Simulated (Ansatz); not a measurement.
**(10−10) slab of wurtzite ZnS, 17.5 Å thick as cut, bare faces**

Ansatz, PAW, plane waves, no spin–orbit coupling unless named; atoms relaxed with PBEsol, the curve by HSE06. The curve holds the local part of the PAW potentials, so its shape inside matter depends on the files.

```yaml
crystal:
  lattice:
    - [0.00000, 0.00000, 6.20764]
    - [3.78225, 0.00000, 0.00000]
    - [0.00000, 30.46945, 0.00000]
  atoms:
    - { symbol: Zn, position: [0.98604, 0.99885, 0.24591] }
    - { symbol: Zn, position: [0.99120, 0.49861, 0.35597] }
    - { symbol: Zn, position: [0.99284, 0.99837, 0.46387] }
    - { symbol: Zn, position: [0.99349, 0.49824, 0.57129] }
    - { symbol: Zn, position: [0.99517, 0.99832, 0.67791] }
    - { symbol: Zn, position: [0.05009, 0.49802, 0.76955] }
    - { symbol: Zn, position: [0.55076, 0.49883, 0.23067] }
    - { symbol: Zn, position: [0.49551, 0.99858, 0.32232] }
    - { symbol: Zn, position: [0.49350, 0.49842, 0.42895] }
    - { symbol: Zn, position: [0.49289, 0.99823, 0.53632] }
    - { symbol: Zn, position: [0.49090, 0.49815, 0.64424] }
    - { symbol: Zn, position: [0.48543, 0.99793, 0.75433] }
    - { symbol: S, position: [0.36909, 0.99881, 0.24957] }
    - { symbol: S, position: [0.36672, 0.49859, 0.35724] }
    - { symbol: S, position: [0.36701, 0.99840, 0.46461] }
    - { symbol: S, position: [0.36741, 0.49825, 0.57220] }
    - { symbol: S, position: [0.36925, 0.99817, 0.68037] }
    - { symbol: S, position: [0.38636, 0.49797, 0.79184] }
    - { symbol: S, position: [0.88706, 0.49874, 0.20840] }
    - { symbol: S, position: [0.86959, 0.99866, 0.31986] }
    - { symbol: S, position: [0.86735, 0.49836, 0.42799] }
    - { symbol: S, position: [0.86711, 0.99826, 0.53560] }
    - { symbol: S, position: [0.86645, 0.49831, 0.64297] }
    - { symbol: S, position: [0.86849, 0.99800, 0.75062] }
```

Planar mean of the electrostatic potential energy along the normal, from the vacuum level:

```tsv
z (Å)	v (eV)
0.00	0.00
0.28	0.00
0.71	0.00
0.99	0.00
1.41	0.00
1.69	0.00
1.97	0.00
2.40	0.00
2.68	0.00
3.10	0.00
3.39	0.00
3.67	0.00
4.09	-0.02
4.37	-0.05
4.66	-0.13
5.08	-0.46
5.36	-1.09
5.78	-3.79
6.07	-5.95
6.35	-8.12
6.77	-11.66
7.05	-13.60
7.48	-13.83
7.76	-11.74
8.04	-8.51
8.46	-3.73
8.75	-3.17
9.03	-4.81
9.45	-9.42
9.73	-11.07
10.16	-12.35
10.44	-12.47
10.72	-11.69
11.14	-9.88
11.43	-7.10
11.85	-3.27
12.13	-3.49
12.41	-6.09
12.84	-10.26
13.12	-11.41
13.54	-12.50
13.82	-12.13
14.11	-11.35
14.53	-9.00
14.81	-5.80
15.23	-3.14
15.52	-4.25
15.80	-7.42
16.22	-10.85
16.50	-11.69
16.79	-12.45
17.21	-11.79
17.49	-10.99
17.91	-7.85
18.20	-4.58
18.48	-3.14
18.90	-5.33
19.18	-8.60
19.61	-11.26
19.89	-12.09
20.17	-12.57
20.60	-11.53
20.88	-10.44
21.16	-8.16
21.58	-3.68
21.86	-3.20
22.29	-6.61
22.57	-10.13
22.85	-12.93
23.28	-14.15
23.56	-12.80
23.98	-9.30
24.26	-7.04
24.54	-5.00
24.97	-1.73
25.25	-0.73
25.67	-0.20
25.96	-0.09
26.24	-0.04
26.66	-0.01
26.94	0.00
27.37	0.00
27.65	0.00
27.93	0.00
28.35	0.00
28.64	0.00
28.92	0.00
29.34	0.00
29.62	0.00
30.05	0.00
30.33	0.00
```

(1) How far below the vacuum level do the top filled and the lowest empty level lie, by each functional?

Results:

(1) PBEsol: 5.98 and 3.79 eV (gap 2.20 eV, a 4×6×1 mesh); HSE06: 6.68 and 3.19 eV (gap 3.49 eV, a 3×4×1 mesh). Either level can be a surface state and not a band edge of the crystal.
